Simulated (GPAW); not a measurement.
# Al2O3 (Corundum) (R-3c) in GPAW: equation of state with LDA

Aim: the equation of state of Al2O3 (Corundum) with LDA.

All numbers are computed with GPAW 26.7.0; they aren't measurements. Logs are shortened: lines on timing, memory, paths and dates and some standing lists are left out, and cuts for length are marked. The log counts tension as positive stress, the text compression.

**1. The structure**

Symmetry: R-3c, No. 167, trigonal system. Conventional cell: a = 4.760 Å, b = 4.760 Å, c = 12.996 Å, α = 90.00°, β = 90.00°, γ = 120.00°. Al (site symmetry 3) has 6 O at 1.85 to 1.97 Å as nearest neighbours. Around O (site symmetry 2) lie 4 Al at 1.85 to 1.97 Å.

**2. Equation of state, LDA**

Contents of run.py:

```python
from ase import Atoms
from ase.eos import EquationOfState
from ase.io import Trajectory
from ase.units import GPa
from gpaw import GPAW, PW

atoms = Atoms(['Al', 'Al', 'Al', 'Al', 'O', 'O', 'O', 'O', 'O', 'O'],
              cell=[[2.38025, 1.3742379782, 4.3318666667],
                    [-2.38025, 1.3742379782, 4.3318666667],
                    [0.0, -2.7484759565, 4.3318666667]],
              scaled_positions=[[0.85216, 0.85216, 0.85216],
                                [0.64784, 0.64784, 0.64784],
                                [0.14784, 0.14784, 0.14784],
                                [0.35216, 0.35216, 0.35216],
                                [0.05668, 0.75, 0.44332],
                                [0.75, 0.44332, 0.05668],
                                [0.44332, 0.05668, 0.75],
                                [0.94332, 0.25, 0.55668],
                                [0.25, 0.55668, 0.94332],
                                [0.55668, 0.94332, 0.25]],
              pbc=True)

traj = Trajectory('eos.traj', 'w')
volumes, energies = [], []
for x in [0.94, 0.96, 0.98, 1.0, 1.02, 1.04, 1.06]:
    a = atoms.copy()
    a.set_cell(atoms.cell * x**(1 / 3), scale_atoms=True)
    calc = GPAW(mode=PW(800),
                xc='LDA',
                kpts={'size': (5, 5, 5), 'gamma': True},
                occupations={'name': 'fermi-dirac', 'width': 0.05},
                nbands=44,
                convergence={'density': 1e-05, 'energy': 1e-05},
                maxiter=150,
                txt=f'eos-{x:.2f}.txt')
    a.calc = calc
    energies.append(a.get_potential_energy(force_consistent=True))
    volumes.append(a.get_volume())
    p = -a.get_stress()[:3].mean() / GPa
    calc.write(f'eos-{x:.2f}.gpw')
    traj.write(a)
    print(f'{x:.2f} {volumes[-1]:10.4f} A^3 {energies[-1]:14.6f} eV {p:9.3f} GPa', flush=True)

v0, e0, B = EquationOfState(volumes, energies, eos='birchmurnaghan').fit()
print(f'V0 = {v0:.4f} A^3, E0 = {e0:.6f} eV, B0 = {B / GPa:.2f} GPa')
```

Potentials or basis: the program's PAW data sets (release 1.2.1) made for this functional, pw.

The run is started by

```sh
OMP_NUM_THREADS=1 python run.py
```

Standard output:

```text
__  _  _
 | _ |_)|_||  |
 |__||  | ||/\| - 26.7.0

Input parameters:
  mode=PW(ecut=800.0),
  convergence={'density': 1e-05, 'energy': 1e-05},
  kpts=MonkhorstPack(size=(5, 5, 5), gamma=True),
  maxiter=150,
  nbands=44,
  occupations=Occupations(name='fermi-dirac', width=0.05),
  xc=XC(name='LDA')

Diagonalizing LCAO Hamiltonian
Converting LCAO to pw mode

            Al

           OAl
                O
         O     O
        O
            AO

            Al

Atoms  # Å, Bohr magnetons
|   | symbol |         x |         y |         z |    initial magnetic moments |
|---|--------|-----------|-----------|-----------|-----------------------------|
| 0 |     Al |  0.000000 | -0.000000 | 10.848260 | ( 0.0000,  0.0000,  0.0000) |
| 1 |     Al | -0.000000 | -0.000000 |  8.247204 | ( 0.0000,  0.0000,  0.0000) |
| 2 |     Al | -0.000000 | -0.000000 |  1.882049 | ( 0.0000,  0.0000,  0.0000) |
| 3 |     Al | -0.000000 | -0.000000 |  4.483106 | ( 0.0000,  0.0000,  0.0000) |
| 4 |      O | -1.616586 | -0.107641 |  5.304296 | ( 0.0000,  0.0000,  0.0000) |
| 5 |      O |  0.715073 |  1.453825 |  5.304296 | ( 0.0000,  0.0000,  0.0000) |
| 6 |      O |  0.901513 | -1.346184 |  5.304296 | ( 0.0000,  0.0000,  0.0000) |
| 7 |      O |  1.616586 |  0.107641 |  7.426014 | ( 0.0000,  0.0000,  0.0000) |
| 8 |      O | -0.715073 | -1.453825 |  7.426014 | ( 0.0000,  0.0000,  0.0000) |
| 9 |      O | -0.901513 |  1.346184 |  7.426014 | ( 0.0000,  0.0000,  0.0000) |

Unit cell  # Å
| periodic |         x |         y |        z |  lengths |    angles |
|----------|-----------|-----------|----------|----------|-----------|
|      yes |  2.331660 |  1.346184 | 4.243436 | 5.025495 | 55.286671 |
|      yes | -2.331660 |  1.346184 | 4.243436 | 5.025495 | 55.286671 |
|      yes |  0.000000 | -2.692369 | 4.243436 | 5.025495 | 55.286671 |

Number of symmetries: 6
Symmetry operations  # r_c * U_cc + t_c -> r_c
|   | kind |            matrix            |
|---|------|------------------------------|
| 0 |  E   |  1, 0, 0,  0, 1, 0,  0, 0, 1 |
| 1 |  C3  |  0, 1, 0,  0, 0, 1,  1, 0, 0 |
| 2 |  C3  |  0, 0, 1,  1, 0, 0,  0, 1, 0 |
| 3 |  S6  |  0, 0,-1, -1, 0, 0,  0,-1, 0 |
| 4 |  S6  |  0,-1, 0,  0, 0,-1, -1, 0, 0 |
| 5 |  i   | -1, 0, 0,  0,-1, 0,  0, 0,-1 |

BZ-sampling:
  Number of BZ points: 125
  Number of IBZ points: 23

  Monkhorst-Pack size: [5, 5, 5]
  Monkhorst-Pack shift: [0, 0, 0]

K-points  # in reciprocal-cell coordinates
|     |                                coordinates |     weight |
|-----|--------------------------------------------|------------|
|   0 | (  0.00000000,   0.00000000,   0.00000000) | 0.00800000 |
|   1 | (  0.20000000,   0.00000000,  -0.20000000) | 0.04800000 |
|   2 | (  0.20000000,   0.00000000,   0.00000000) | 0.04800000 |
|   3 | (  0.20000000,   0.20000000,  -0.20000000) | 0.04800000 |
|   4 | (  0.20000000,   0.20000000,   0.00000000) | 0.04800000 |
|   5 | (  0.20000000,   0.20000000,   0.20000000) | 0.01600000 |
|   6 | (  0.40000000,  -0.20000000,  -0.40000000) | 0.04800000 |
|   7 | (  0.40000000,  -0.20000000,  -0.20000000) | 0.04800000 |
|   8 | (  0.40000000,  -0.20000000,   0.00000000) | 0.04800000 |
|   9 | (  0.40000000,  -0.20000000,   0.20000000) | 0.04800000 |
| ... |                                            |            |
|  22 | (  0.40000000,   0.40000000,   0.40000000) | 0.01600000 |

Plane wave coefficients: 4135
Cutoff: 800.0 eV

Spin-components: 1 (collinear spins)
Bands:           44
Projectors:      50
Spin-degeneracy: 2
Datatype:        complex128

Parallelization:
  kpt:    1
  domain: 1
  band:   1

Density:
  Valence electrons: 48.0
  Components: 1
  Grid points: [35 35 35]
  Charge: 0.0  # |e|

Potential:
  Grid points: [35 35 35]

species:
  Al:
    name:    Aluminium
    Z:       13.0
    valence: 3
    core:    10
    charge:  0.0  # [|e|]
    compensation charges:
      type: gauss
      rc: 0.34  # [Å]
      lmax: 2
    cutoffs:
      filter: 1.91  # [Å]
      core: 2.36  # [Å]
    projectors
    | kind |    occ | energy [eV] | rcut [Å] |
    |------|--------|-------------|----------|
    |   3s |  2.000 |      -7.830 |    1.085 |
    |   3p |  1.000 |      -2.783 |    1.085 |
    |    s |        |      19.382 |    1.085 |
    |    p |        |      24.428 |    1.085 |
    |    d |        |       0.000 |    1.085 |

    Using partial waves for Al as LCAO basis

  O:
    name:    Oxygen
    Z:       8.0
    valence: 6
    core:    2
    charge:  0.0  # [|e|]
    compensation charges:
      type: gauss
      rc: 0.21  # [Å]
      lmax: 2
    cutoffs:
      filter: 1.17  # [Å]
      core: 0.83  # [Å]
    projectors
    | kind |    occ | energy [eV] | rcut [Å] |
    |------|--------|-------------|----------|
    |   2s |  2.000 |     -23.752 |    0.688 |
    |   2p |  4.000 |      -9.195 |    0.598 |
    |    s |        |       3.459 |    0.688 |
    |    p |        |      18.016 |    0.598 |
    |    d |        |       0.000 |    0.619 |

    Using partial waves for O as LCAO basis

Reference energy: -38481.133639  # eV

eigensolver:
  PPCG
  Converge bands: occupied
  niter=2

density mixing:
  MSR1-Mixer
  Pratt-step length: 0.05
  Maximum mixing coefficient: 0.75
  Old densities: 10
  SVD Regularization: 0.005
  Good broyden scale: 1.0
  Trust region scale: 1.0
  Backstep threshold: 4.0
  History deletion threshold: 6.0
  Fourier metric: weight=20.0, sigma=0.015

occupation numbers:
  Fermi-Dirac:
    width: 0.0500  # eV

poisson solver:
  ecut: 6400.0  # eV

xc functional:
  name: None

convergence criteria:
- Maximum integral of absolute [dens]ity change: 1e-05 electrons / valence electron
- Maximum [total energy] change in last 3 cyles: 1e-05 eV / valence electron
- Maximum integral of absolute [eigenst]ate change: 4e-08 eV^2 / valence electron
maximum number of iterations: 150

SCF iterations
|iter     | |      energy | eigst |  dens |
|---------|-|-------------|-------|-------|
|iter:   1| |  -91.143178 | +0.34 |       |
|iter:   2| |  -89.424843 | -1.92 | -0.72 |
|iter:   3| |  -83.982919 | -0.95 | -0.77 |
|iter:   4| |  -83.960439 | -2.86 | -1.37 |
|iter:   5| |  -83.965161 | -3.75 | -1.69 |
|iter:   6| |  -83.965236 | -6.06 | -2.97 |
|iter:   7| |  -83.965244c| -6.96 | -3.41 |
|iter:   8| |  -83.965243c| -7.58c| -4.62 |
|iter:   9| |  -83.965243c| -8.68c| -5.38c|

Converged in 9 steps
Energy contributions relative to reference atoms: (reference = -38481.133639)

Energy contributions:
  Kinetic:         119.595488
  Coulomb:        -103.071560
  Zero:              1.251877
  External:          0.000000
  Xc:             -101.741049
  Entropy:          -0.000000
  Spinorbit:         0.000000
  ----------------------------
  Free energy:     -83.965243
  Extrapolated:    -83.965243

dipole moment: (-0.000000, 0.000000, -0.000003)  # |e|*Ang

Fermi level: 8.457
Eigenvalues  # (at kpt = [0.000, 0.000, 0.000])
| band index |      eig [eV] | occ [0-2] |
|------------|---------------|-----------|
|          0 |       -12.886 |     2.000 |
|        ... |               |           |
|         16 |         5.097 |     2.000 |
|         17 |         5.204 |     2.000 |
|         18 |         5.204 |     2.000 |
|         19 |         6.059 |     2.000 |
|         20 |         6.059 |     2.000 |
|         21 |         6.599 |     2.000 |
[... 8 lines left out ...]
|         30 |        19.179 |     0.000 |
|         31 |        19.225 |     0.000 |
|        ... |               |           |
|         43 |        26.998 |     0.000 |

Gap: 6.962 eV
Transition (v -> c):
  (s=0, k=0, n=23, [0.00, 0.00, 0.00]) -> (s=0, k=0, n=24, [0.00, 0.00, 0.00])
No difference between direct/indirect transitions

Stress tensor  # eV/Ang^3
|         x |         y |         z |
|-----------|-----------|-----------|
| -0.096955 | -0.000000 |  0.000000 |
| -0.000000 | -0.096955 | -0.000000 |
|  0.000000 | -0.000000 | -0.084073 |

# Writing to eos-0.94.gpw (mode='')
```

Run time: 12 min. Hardware: 1 thread of Arm Neoverse V1, shared host; peak memory 0.47 GiB.

What came out:

* Equilibrium volume: 8.42 Å³/atom
* Bulk modulus at fixed shape and positions: 261 GPa
* Pressure derivative of the bulk modulus: 4.1

Energy against volume, from the lowest point:
| volume (Å³/atom) | energy (meV/atom) |
| --- | --- |
| 7.992 | 18.38 |
| 8.162 | 5.93 |
| 8.332 | 0.00 |
| 8.502 | 0.00 |
| 8.672 | 5.32 |
| 8.842 | 15.45 |
| 9.012 | 29.93 |

Caveat: the cell was scaled at fixed shape and fractional positions, which overstates the stiffness of a crystal with free parameters, most of all of layers and chains.
